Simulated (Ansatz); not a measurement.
# CuO (Tenorite) (C2/c) in Ansatz: further runs

Runs on CuO (Tenorite). Level: PBEsol. Tasks: relaxation of cell and atoms.

Program: Ansatz 0.2.0. These are calculated values, not measurements. Logs are shortened: lines on timing, memory, paths and dates and some standing lists are left out, and cuts for length are marked.

**1. Starting point**

The structure is monoclinic, space group C2/c (No. 15). Conventional cell: a = 4.684 Å, b = 3.423 Å, c = 5.129 Å, α = 90.00°, β = 99.54°, γ = 90.00°. Cu (site symmetry -1) has 4 O at 1.95 to 1.96 Å as nearest neighbours. Around O (site symmetry 2) lie 4 Cu at 1.95 to 1.96 Å.

**2. Relaxation of cell and atoms, PBEsol**

Input file input.yaml:

```yaml
crystal:
  lattice:
    - [2.34185, -1.7113, 0.0]
    - [2.34185, 1.7113, 0.0]
    - [-0.8500274268, 0.0, 5.0578693947]
  atoms:
    - { symbol: Cu, position: [0.5, 0.0, 0.5] }
    - { symbol: Cu, position: [0.0, 0.5, 0.0] }
    - { symbol: O, position: [0.4184, 0.5816, 0.75] }
    - { symbol: O, position: [0.5816, 0.4184, 0.25] }
kpoints:
  mp_grid: { grid: [10, 10, 5] }
scf:
  occupations: { method: fermi_dirac, width: 0.05 }
hamiltonian:
  xc: pbesol
  pseudopotentials: { kind: all_electron, lapw: { basis_error: 0.002 } }
output:
  forces: true
  stress: true
relax:
  f_tol: 0.005
  max_steps: 60
  cell: {}
```

Potentials or basis: all-electron LAPW, scalar-relativistic.

The run is started by

```console
$ ansatz run input.yaml --threads 2 --pin off --max-ram 8192MiB --backend cpu --events-out ev --progress --plain --runs-dir out
```

Output:

```text
Warning: RAYON_NUM_THREADS=2 ignored (pool sized by the plan → 2); use --threads N
The last accepted step is kept in <dir> (removed where the run ends without a failure and the disk answers)
LAPW: plane waves up to 10.669 Å⁻¹, error target 2.0e-3 eV per atom; small_component_spin mean_spin; O in spheres of 0.845 Å, 8 of its electrons in bands, Dirac shells []; Cu in spheres of 1.047 Å, 19 of its electrons in bands, Dirac shells [] (how accurate: hamiltonian.pseudopotentials.lapw.basis_error, Limitations)
Engine: ansatz 0.2.0, aarch64-unknown-linux-gnu
Pseudopotentials: kind: all_electron
Pseudopotential: Cu, LAPW, valence charge 19, lapw/all_electron/scalar/gaussian/Cu, Koelling and Harmon's equation, gaussian nucleus
Pseudopotential: O, LAPW, valence charge 8, lapw/all_electron/scalar/gaussian/O, Koelling and Harmon's equation, gaussian nucleus
Functional definition: PBEsol
  exchange = pbesol_x
  correlation = pbesol_c
Crystal: 4 atoms, lattice volume = 40.540 Å³
Basis set: ecut = 433.6999217937276 eV, 833 PW (Γ), exchange–correlation at level 2
Bands: 33, of which v1, the nominal top of the filled ones, is band 27 counted from 1 (26 counted from 0)
Symmetry: 4 space group operations
Space group: C2/c (ITA 15), of the structure as read, at distance tolerance 3.4e-5 Å
k-points: 141 of 500
Non-local potential: Cu, projectors of the file, none
Non-local potential: O, projectors of the file, none
Initial density: superposition of atomic densities (chi_scale 0.1, normalization cell, long waves kept (reshape's long-wave potential 0.00 eV rms))
Initial wavefunctions: plane waves of lowest kinetic energy (no species holds an atomic orbital)
Functional: x = pbesol(κ = 0.804, μ = 0.12345679012345678), c = pbesol(β = 0.046)
iter 1 solved again at ethr=2.27e-2 eV; its pass at ethr=1.00e-1 eV (dr2=1.22e1 eV) is discarded
SCF iter   1: F=—  HF=-94082.531934 eV  |F-HF|=—  |Δ(HF+E_count)|=         —  Δρ=1.65e-1  dr2=1.23e1  ethr=2.27e-2  ⟨swp⟩=2.0  Hψ=29652  notcnv=0
preconditioner: auto → Kerker (q_TF=auto, 2.862 Å⁻¹)  [metal: Δε(μ)=0.002 eV  Ē_g=11.843 eV  σ=0.050 eV  W_gap=0.01  n_scr=20 (ndim 8)  ℏωp=34.0 eV  f_vac=0.000  D(μ)=4.19/eV (n_scr^D=48)]
SCF iter   2: F=—  HF=-94083.086398 eV  |F-HF|=—  |Δ(HF+E_count)|=   5.54e-1  Δρ=9.07e-2  dr2=2.82e0  ethr=2.27e-2  ⟨swp⟩=2.8  Hψ=14226  notcnv=0
SCF iter   3: F=—  HF=-94076.770576 eV  |F-HF|=—  |Δ(HF+E_count)|=    6.32e0  Δρ=3.07e-2  dr2=4.97e-1  ethr=5.22e-3  ⟨swp⟩=3.0  Hψ=14923  notcnv=0
SCF iter   4: F=—  HF=-94076.604388 eV  |F-HF|=—  |Δ(HF+E_count)|=         —  Δρ=1.57e-2  dr2=1.37e-1  ethr=9.21e-4  ⟨swp⟩=2.0  Hψ=14201  notcnv=0
the basis was enlarged: its passes take 430.0 KiB over the memory plan, 2 of 2 planned eigensolver slots
iter 5 solved again at ethr=9.64e-6 eV; its pass at ethr=2.54e-4 eV (dr2=5.21e-3 eV) is discarded
SCF iter   5: F=—  HF=-94076.580906 eV  |F-HF|=—  |Δ(HF+E_count)|=   2.35e-2  Δρ=4.44e-3  dr2=5.20e-3  ethr=9.64e-6  ⟨swp⟩=2.0  Hψ=23776  notcnv=0
SCF iter   6: F=—  HF=-94076.578675 eV  |F-HF|=—  |Δ(HF+E_count)|=   2.23e-3  Δρ=1.49e-3  dr2=5.64e-4  ethr=9.63e-6  ⟨swp⟩=2.0  Hψ=13483  notcnv=0
SCF iter   7: F=—  HF=-94076.578649 eV  |F-HF|=—  |Δ(HF+E_count)|=   2.63e-5  Δρ=4.97e-4  dr2=1.23e-4  ethr=1.04e-6  ⟨swp⟩=2.0  Hψ=13483  notcnv=0
SCF iter   8: F=—  HF=-94076.578640 eV  |F-HF|=—  |Δ(HF+E_count)|=   9.01e-6  Δρ=1.64e-4  dr2=1.17e-5  ethr=2.28e-7  ⟨swp⟩=2.0  Hψ=13483  notcnv=0
SCF iter   9: F=—  HF=-94076.578640 eV  |F-HF|=—  |Δ(HF+E_count)|=   3.90e-7  Δρ=4.65e-5  dr2=9.21e-7  ethr=2.16e-8  ⟨swp⟩=2.0  Hψ=13483  notcnv=0
SCF iter  10: F=-94076.578640 eV  HF=-94076.578640 eV  |F-HF|=3.79e-8  |Δ(HF+E_count)|=   1.19e-7  Δρ=1.20e-5  dr2=5.92e-8  ethr=1.71e-9  ⟨swp⟩=2.0  Hψ=13483  notcnv=0
SCF 1 converged in 10 iterations: F = -94076.578640 eV  dr2 = 5.92e-8
relax step   1: F+E_penalty+E_count = -94076.57863977 eV  Δ(F+E_penalty+E_count) = +0.000e0 eV  max|allowed force component| = 3.583e-1 eV/Å  Δτ_max = 0.0000 Å  P = -2.740 GPa  Ω = 40.540 Å³  (10 SCF iters, accepted)
Crystal: 4 atoms, lattice volume = 40.659 Å³
Basis set: ecut = 432.84939207548985 eV, 833 PW (Γ), exchange–correlation at level 2
Initial density: handed on by an earlier stage of this run
Initial wavefunctions: those handed on with the density
iter 1 solved again at ethr=2.15e-6 eV; its pass at ethr=1.00e-1 eV (dr2=1.16e-3 eV) is discarded
SCF iter   1: F=—  HF=-94076.602525 eV  |F-HF|=—  |Δ(HF+E_count)|=         —  Δρ=1.82e-3  dr2=1.27e-3  ethr=2.15e-6  ⟨swp⟩=4.0  Hψ=28701  notcnv=0
preconditioner: auto → Kerker (q_TF=auto, 2.860 Å⁻¹)  [metal: Δε(μ)=0.003 eV  Ē_g=12.212 eV  σ=0.050 eV  W_gap=0.02  n_scr=20 (ndim 8)  ℏωp=34.0 eV  f_vac=0.005  D(μ)=2.42/eV (n_scr^D=26)]
SCF iter   2: F=—  HF=-94076.602531 eV  |F-HF|=—  |Δ(HF+E_count)|=   6.55e-6  Δρ=1.50e-3  dr2=1.04e-3  ethr=2.15e-6  ⟨swp⟩=2.2  Hψ=13522  notcnv=0
SCF iter   3: F=—  HF=-94076.602044 eV  |F-HF|=—  |Δ(HF+E_count)|=   4.87e-4  Δρ=9.08e-4  dr2=3.58e-4  ethr=1.92e-6  ⟨swp⟩=2.0  Hψ=13480  notcnv=0
SCF iter   4: F=—  HF=-94076.601963 eV  |F-HF|=—  |Δ(HF+E_count)|=   8.17e-5  Δρ=4.23e-4  dr2=9.42e-5  ethr=6.64e-7  ⟨swp⟩=2.0  Hψ=13482  notcnv=0
SCF iter   5: F=—  HF=-94076.601941 eV  |F-HF|=—  |Δ(HF+E_count)|=   2.15e-5  Δρ=1.39e-4  dr2=9.47e-6  ethr=1.74e-7  ⟨swp⟩=2.0  Hψ=13481  notcnv=0
iter 6 solved again at ethr=1.12e-9 eV; its pass at ethr=1.75e-8 eV (dr2=6.05e-7 eV) is discarded
[... 101 lines left out ...]
iter 2 solved again at ethr=1.19e-11 eV; its pass at ethr=2.58e-10 eV (dr2=6.45e-9 eV) is discarded
SCF iter   2: F=-94076.724757 eV  HF=-94076.724757 eV  |F-HF|=1.06e-8  |Δ(HF+E_count)|=   1.87e-5  Δρ=5.49e-6  dr2=6.47e-9  ethr=1.19e-11  ⟨swp⟩=2.0  Hψ=25463  notcnv=0
SCF 10 converged in 2 iterations: F = -94076.724757 eV  dr2 = 6.47e-9
relax step   9: F+E_penalty+E_count = -94076.72475736 eV  Δ(F+E_penalty+E_count) = -1.388e-3 eV  max|allowed force component| = 4.135e-4 eV/Å  Δτ_max = 0.0000 Å  P = -0.004 GPa  Ω = 42.665 Å³  stress off target by 6.84e-2 GPa  SCF on the basis re-selected at this cell (its energy is not comparable with the rows above)  (2 SCF iters)
basis re-selected at this cell: Δ(F+E_penalty+E_count) = -1.388e-3 eV, ΔP = -0.002 GPa vs the last step (what re-selecting the basis moved, after the strain that the cell walked since its last selection, with what the two solves' SCF thresholds leave and, on support functions, any second-order correction that the steps lacked; it is no measure of the basis error at this ecutwfc). This SCF's stress stands 6.84e-2 GPa from its target on what of the cell is left free (relax.cell.stress_tol is 5.00e-2 GPa) and its largest allowed force component is 4.13e-4 eV/Å (relax.f_tol is 5.00e-3 eV/Å): not within both, so this SCF does not close the relaxation
Crystal: 4 atoms, lattice volume = 42.667 Å³
Basis set: ecut = 450.2535403514472 eV, 897 PW (Γ), exchange–correlation at level 2
iter 1 solved again at ethr=4.75e-8 eV; its pass at ethr=1.00e-1 eV (dr2=2.56e-5 eV) is discarded
SCF iter   1: F=—  HF=-94076.724818 eV  |F-HF|=—  |Δ(HF+E_count)|=         —  Δρ=3.07e-4  dr2=2.96e-5  ethr=4.75e-8  ⟨swp⟩=4.8  Hψ=30550  notcnv=0
preconditioner: auto → LDOS  [metal: Δε(μ)=0.061 eV  Ē_g=12.365 eV  σ=0.050 eV  W_gap=0.28  n_scr=16 (ndim 8)  ℏωp=33.1 eV  f_vac=0.050  D(μ)=2.51/eV (n_scr^D=20)  β→1.0]
iter 2 solved again at ethr=2.37e-9 eV; its pass at ethr=4.75e-8 eV (dr2=1.28e-6 eV) is discarded
SCF iter   2: F=—  HF=-94076.724814 eV  |F-HF|=—  |Δ(HF+E_count)|=   3.51e-6  Δρ=9.03e-5  dr2=1.28e-6  ethr=2.37e-9  ⟨swp⟩=2.0  Hψ=24204  notcnv=0
SCF iter   3: F=—  HF=-94076.724813 eV  |F-HF|=—  |Δ(HF+E_count)|=   7.70e-7  Δρ=1.74e-5  dr2=1.02e-7  ethr=2.37e-9  ⟨swp⟩=3.0  Hψ=14689  notcnv=0
SCF iter   4: F=-94076.724813 eV  HF=-94076.724813 eV  |F-HF|=6.91e-9  |Δ(HF+E_count)|=   6.77e-8  Δρ=3.83e-6  dr2=6.04e-9  ethr=1.89e-10  ⟨swp⟩=3.0  Hψ=14371  notcnv=0
SCF 11 converged in 4 iterations: F = -94076.724813 eV  dr2 = 6.04e-9
relax step  10: F+E_penalty+E_count = -94076.72481337 eV  Δ(F+E_penalty+E_count) = -5.601e-5 eV  max|allowed force component| = 1.940e-3 eV/Å  Δτ_max = 0.0030 Å  P = +0.002 GPa  Ω = 42.667 Å³  (4 SCF iters, accepted)
iter 1 solved again at ethr=1.79e-11 eV; its pass at ethr=1.00e-1 eV (dr2=9.65e-9 eV) is discarded
SCF iter   1: F=—  HF=-94076.724811 eV  |F-HF|=—  |Δ(HF+E_count)|=         —  Δρ=1.97e-5  dr2=8.42e-9  ethr=1.79e-11  ⟨swp⟩=5.3  Hψ=34696  notcnv=0  reapply=112
preconditioner: auto → LDOS  [metal: Δε(μ)=0.062 eV  Ē_g=12.365 eV  σ=0.050 eV  W_gap=0.28  n_scr=16 (ndim 8)  ℏωp=33.1 eV  f_vac=0.050  D(μ)=2.51/eV (n_scr^D=20)  β→1.0]
iter 2 solved again at ethr=1.25e-12 eV; its pass at ethr=1.56e-11 eV (dr2=6.75e-10 eV) is discarded
SCF iter   2: F=-94076.724812 eV  HF=-94076.724812 eV  |F-HF|=7.10e-9  |Δ(HF+E_count)|=   1.13e-6  Δρ=1.50e-6  dr2=6.75e-10  ethr=7.45e-12 (applied; sched 1.25e-12)  ⟨swp⟩=2.0  Hψ=24744  notcnv=0
SCF 12 converged in 2 iterations: F = -94076.724812 eV  dr2 = 6.75e-10
relax step  11: F+E_penalty+E_count = -94076.72481249 eV  Δ(F+E_penalty+E_count) = +8.770e-7 eV  max|allowed force component| = 1.907e-3 eV/Å  Δτ_max = 0.0000 Å  P = +0.002 GPa  Ω = 42.667 Å³  stress off target by 2.99e-2 GPa  SCF on the basis re-selected at this cell (its energy is not comparable with the rows above)  (2 SCF iters)
basis re-selected at this cell: Δ(F+E_penalty+E_count) = +8.770e-7 eV, ΔP = +0.000 GPa vs the last step (what re-selecting the basis moved, after the strain that the cell walked since its last selection, with what the two solves' SCF thresholds leave and, on support functions, any second-order correction that the steps lacked; it is no measure of the basis error at this ecutwfc). This SCF's stress stands 2.99e-2 GPa from its target on what of the cell is left free (relax.cell.stress_tol is 5.00e-2 GPa) and its largest allowed force component is 1.91e-3 eV/Å (relax.f_tol is 5.00e-3 eV/Å): within both
SCF converged after 2 iterations
Free energy (F): -94076.724812 eV
Harris-Foulkes:  -94076.724812 eV  (|F-HF|=7.10e-9)
Internal energy: -94076.704211 eV  (E = F + TS)
E sigma→0 (E₀):  -94076.714512 eV
Entropy (-TS):   -0.020601 eV (-5.150 meV/atom)
Fermi energy:    11.353460 eV
--- Per-component energies (eV) ---
  E_band       = -2882.304260
  E_kinetic    = 95605.144958
  E_xc         = -4055.098867
  E_electrostatic = -185626.750302  (all electrons and nuclei)
  E_smearing   = -0.020601  (= −TS)
  E_closure    = 0.000000  (closes the sum)
  E_atoms      = -94055.158867  (free atoms, spherical and without spin; not in F)
  Σ components = -94076.724812   (vs F -94076.724812, Δ=0.00e0)
  Basis errors (estimates in eV, not in F): energy 8.6e-4 per atom: plane waves 7.9e-4 (4.8e-4 summed), levels above the bands 8.7e-97, relativity 1.6e-7, radial functions 6.8e-5, core shells 2.4e-8; eigenvalues (radial functions only) 8.7e-6; not estimated: angular momenta, meshes, grids; target (lapw.basis_error) 2.0e-3; muffin-tin radii O 0.829 Å, Cu 1.031 Å
--- Forces (eV/Å), atoms counted from 1 ---
  atom   1  Cu     0.00000000    -0.00000000    -0.00000000
  atom   2  Cu     0.00000000     0.00000000    -0.00000000
  atom   3  O     -0.00000000    -0.00190667    -0.00000000
  atom   4  O      0.00000000     0.00190667     0.00000000
  max |Σ_I F_I| component: 1.97e-30 eV/Å
--- Stress (GPa, compression-positive) ---
       -0.008187      -0.000000      -0.023281
       -0.000000      -0.000788      -0.000000
       -0.023281      -0.000000       0.015733
  P = ⅓ Tr σ = 0.0023 GPa (0.023 kbar)
--- Band table (eV; the first three rows and the last of 141) ---
  k-point 0: bands = ["-493.7120", "-493.7120", "-101.1628", "-101.1624", "-58.8027", "-58.8027", "-58.7659", "-58.7590", "-58.4971", "-58.4971", "-8.7608", "-7.3180", "2.7603", "5.6139", "5.6156", "7.3768", "7.6830", "7.6831", "7.8619", "8.2170", "8.6796", "8.8548", "8.8554", "8.8797", "8.9782", "9.3774", "12.0725", "12.0745", "12.7871", "17.3209", "18.7447", "24.5674", "25.9413"]
  k-point 1: bands = ["-493.7120", "-493.7120", "-101.1627", "-101.1624", "-58.8027", "-58.8027", "-58.7652", "-58.7596", "-58.4971", "-58.4971", "-8.6466", "-7.4875", "3.1730", "5.6280", "5.6295", "7.2078", "7.4992", "7.4993", "7.6015", "7.8600", "8.8365", "8.8890", "8.9687", "9.1648", "9.1656", "9.2765", "11.8931", "11.8949", "13.3050", "16.4697", "19.9504", "24.6858", "25.5825"]
  k-point 2: bands = ["-493.7120", "-493.7120", "-101.1626", "-101.1625", "-58.8027", "-58.8027", "-58.7635", "-58.7614", "-58.4971", "-58.4971", "-8.3292", "-7.8913", "4.2786", "5.6530", "5.6535", "5.7775", "7.2843", "7.2843", "7.6824", "7.8172", "8.9136", "8.9233", "8.9440", "9.0690", "9.6502", "9.6508", "11.5365", "11.5374", "14.3187", "15.3778", "21.9561", "24.0523", "25.0658"]
  k-point 140: bands = ["-493.7120", "-493.7120", "-101.1611", "-101.1611", "-58.8168", "-58.8158", "-58.7599", "-58.7599", "-58.5080", "-58.5074", "-7.3430", "-7.1942", "4.9072", "4.9106", "5.5227", "5.5706", "5.5739", "5.6982", "8.1638", "8.4409", "8.9323", "8.9324", "9.2689", "9.2691", "9.9377", "9.9379", "10.4754", "11.3120", "14.4890", "15.8566", "21.9688", "21.9801", "22.7647"]
--- Relaxed structure (9 steps of the walk, 9 accepted, 2 SCFs on fresh bases) ---
  F+E_penalty+E_count = -94076.72481249 eV   max|allowed force component| = 1.907e-3 eV/Å   (the final SCF, on the basis selected at the relaxed cell)
  cell:  # Å, volume = 42.6671 Å³
    - [2.041845305303607, -2.0464952827928915, 0.1601687067750043]
    - [2.041845305303607, 2.0464952827928915, 0.1601687067750043]
    - [-0.39520554724039225, 3.669299039354662e-18, 5.0743944484863475]
  atoms:
    - { symbol: Cu, position: [0.5, -5.551115123125783e-17, 0.5] }
    - { symbol: Cu, position: [-2.992397996059992e-17, 0.5000000000000001, 0.0] }
    - { symbol: O, position: [0.5000654191409742, 0.4999345808590258, 0.7500000000000001] }
    - { symbol: O, position: [0.49993458085902576, 0.5000654191409742, 0.25] }
```

Wall time 5.5 min (2 threads of Arm Neoverse V2, shared host); peak memory 1 GiB.

Results:

```yaml
Free_energy: -94076.7248 eV
Relaxed_volume: 10.67 Å³/atom
Relaxed_cell: a = 2.895 Å, b = 2.895 Å, c = 5.090 Å, α = 89.98°, β = 89.98°, γ = 89.95°
Space_group_after_relaxing_to_0.05_Å: P4_2/mmc (No. 131)
Energy_gained_by_relaxing: 36.5 meV/atom
Ionic_steps: 11
Pressure_after_relaxing: 0.0 GPa
Band_gap_on_the_k_mesh: none (metal or under the smearing width)
```

The path:
| step | energy change (eV) | largest force (eV/Å) | volume (Å³) |
| --- | --- | --- | --- |
| 1 | 0.0000 | 0.3583 | 40.54 |
| 2 | -0.0233 | 0.2948 | 40.66 |
| 3 | -0.0767 | 0.0010 | 41.28 |
| 4 | -0.1093 | 0.0668 | 42.09 |
| 5 | -0.1313 | 0.0312 | 41.86 |
| 6 | -0.1443 | 0.0042 | 42.66 |
| 7 | -0.1447 | 0.0008 | 42.66 |
| 8 | -0.1447 | 0.0002 | 42.66 |
| 9 | -0.1461 | 0.0004 | 42.66 |
| 10 | -0.1462 | 0.0019 | 42.67 |
| 11 | -0.1462 | 0.0019 | 42.67 |

Final structure:
```cif
data_structure
_symmetry_space_group_name_H-M 'P 1'
_symmetry_Int_Tables_number 1
_cell_length_a 2.8953
_cell_length_b 2.8953
_cell_length_c 5.0898
_cell_angle_alpha 89.977
_cell_angle_beta 89.977
_cell_angle_gamma 89.955
_cell_volume 42.67
loop_
_atom_site_label
_atom_site_type_symbol
_atom_site_fract_x
_atom_site_fract_y
_atom_site_fract_z
_atom_site_occupancy
Cu1 Cu 0.50000 0.00000 0.50000 1
Cu2 Cu 0.00000 0.50000 0.00000 1
O1 O 0.50007 0.49993 0.75000 1
O2 O 0.49993 0.50007 0.25000 1
```

Caveat: the run has no spin polarisation, though such a crystal can be magnetic; semilocal functionals often make such compounds metallic where correlation or magnetic order opens a gap, which also shifts bond lengths. Zero-point motion and thermal expansion aren't in these numbers.

**3. Relaxation of cell and atoms, PBEsol, target pressure 5 GPa, at which the enthalpy is minimised**

Changes to input.yaml since step 2:

```diff
@@ -23,2 +23,2 @@
   max_steps: 60
-  cell: {}
+  cell: { p_target: 5 }
```

Potentials or basis: all-electron LAPW, scalar-relativistic.

The run is started by

```console
$ ansatz run input.yaml --threads 2 --pin off --max-ram 8192MiB --backend cpu --events-out ev --progress --plain --runs-dir out
```

It took 7 min on 2 threads of Arm Neoverse V2, shared host; peak memory 0.94 GiB.

The run converged. Its results:

| Property | Result |
| --- | --- |
| Free energy | -94076.7052 eV |
| Relaxed volume | 10.34 Å³/atom |
| Relaxed cell | a = 2.852 Å, b = 2.852 Å, c = 5.087 Å, α = 89.98°, β = 89.98°, γ = 89.70° |
| Space group after relaxing (to 0.05 Å) | P4_2/mmc (No. 131) |
| Energy change on relaxing (the enthalpy is what falls) | -31.6 meV/atom |
| Ionic steps | 17 |
| Pressure after relaxing | 5.0 GPa |

The path:
```csv
step,energy change (eV),largest force (eV/Å),volume (Å³)
1,0.0000,0.3583,40.54
2,-0.0116,0.2670,39.79
3,-0.0111,0.0745,39.09
4,-0.0228,0.0250,39.29
5,-0.0658,0.0966,40.23
6,-0.0887,0.0943,40.72
7,-0.1124,0.0154,41.19
8,-0.1164,0.0056,41.26
9,-0.1241,0.0163,41.50
10,-0.1175,0.0140,41.27
11,-0.1200,0.0005,41.35
12,-0.1197,0.0021,41.34
13,-0.1246,0.0023,41.34
14,-0.1260,0.0047,41.36
15,-0.1263,0.0042,41.37
16,-0.1265,0.0004,41.37
17,-0.1266,0.0002,41.37
```

Final structure:
```cif
data_structure
_symmetry_space_group_name_H-M 'P 1'
_symmetry_Int_Tables_number 1
_cell_length_a 2.8520
_cell_length_b 2.8520
_cell_length_c 5.0866
_cell_angle_alpha 89.980
_cell_angle_beta 89.980
_cell_angle_gamma 89.697
_cell_volume 41.37
loop_
_atom_site_label
_atom_site_type_symbol
_atom_site_fract_x
_atom_site_fract_y
_atom_site_fract_z
_atom_site_occupancy
Cu1 Cu 0.50000 0.00000 0.50000 1
Cu2 Cu 0.00000 0.50000 0.00000 1
O1 O 0.50016 0.49984 0.75000 1
O2 O 0.49984 0.50016 0.25000 1
```

Caveat: the run has no spin polarisation, though such a crystal can be magnetic.

[end of part 1 of 2]
